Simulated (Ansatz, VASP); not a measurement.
Ru: VASP beside Ansatz

Contents of INCAR:

```
SYSTEM = Ru
PREC = Accurate ; ENCUT = 600
EDIFF = 1E-6 ; ISMEAR = 0
SIGMA = 0.1 ; LREAL = .FALSE.
LASPH = .TRUE. ; NELM = 100
ALGO = Fast ; ISIF = 3
LWAVE = .FALSE. ; LCHARG = .FALSE.
GGA = PS ; IBRION = 2
NSW = 100 ; EDIFFG = -0.005
```

The input KPOINTS:

```
Automatic mesh
0
G
  18 18 10
  0 0 0
```

The input POSCAR:

```
Ru
1.0
    2.7057993342      0.0000000000      0.0000000000
   -1.3528996671      2.3432909610      0.0000000000
    0.0000000000      0.0000000000      4.2819000000
Ru
2
Direct
    0.3333333333      0.6666666667      0.2500000000
    0.6666666667      0.3333333333      0.7500000000
```

Input for Ansatz:

```yaml
crystal:
  lattice:
    - [2.7057993342, 0.0, 0.0]
    - [-1.3528996671, 2.343290961, 0.0]
    - [0.0, 0.0, 4.2819]
  atoms:
    - { symbol: Ru, position: [0.3333333333, 0.6666666667, 0.25] }
    - { symbol: Ru, position: [0.6666666667, 0.3333333333, 0.75] }
basis:
  ecutwfc: 420
kpoints:
  mp_grid: { grid: [18, 18, 10] }
hamiltonian:
  xc: pbesol
scf:
  occupations: { method: gaussian, width: 0.1 }
output:
  forces: true
  stress: true
  eigenvalues: true
relax:
  adjacent_minimum: "off"
  f_tol: 0.005
  max_steps: 80
  cell: { stress_tol: 0.05 }
```

Alike in both runs: task relaxation of cell and atoms; functional PBEsol; k mesh 18 × 18 × 10; occupations gaussian, width 0.1 eV; no spin polarisation.

```csv
,VASP,Ansatz
version,VASP 6.6.1,Ansatz 0.2.0
potentials or method,"VASP PAW PBE potentials, release 64 (Ru_pv)","scalar-relativistic, plane waves, PAW"
plane-wave cutoff (eV),600,420
valence electrons in the cell,28,32
```

Ansatz gave:

| Item | Value |
| --- | --- |
| gap on the k mesh at the Fermi level, each at its own relaxed structure (eV) | none |
| relaxed volume (Å³/atom) | 13.32 |
| relaxed cell length with the largest relative difference (Å) | 2.690 |
| energy change over the relaxation (meV/atom) | -5 |

Question: Estimate VASP's values.

Answer: gap on the k mesh at the Fermi level, each at its own relaxed structure (eV): none; relaxed volume (Å³/atom): 13.32; relaxed cell length with the largest relative difference (Å): 2.689; energy change over the relaxation (meV/atom): -5.

A gap of «none» marks a metal or a gap that the smearing closes. The two sets of potentials don't hold the same shells in valence.

Caveats: the PAW data sets were made with another functional, which shifts forces and pressure a little (VASP).
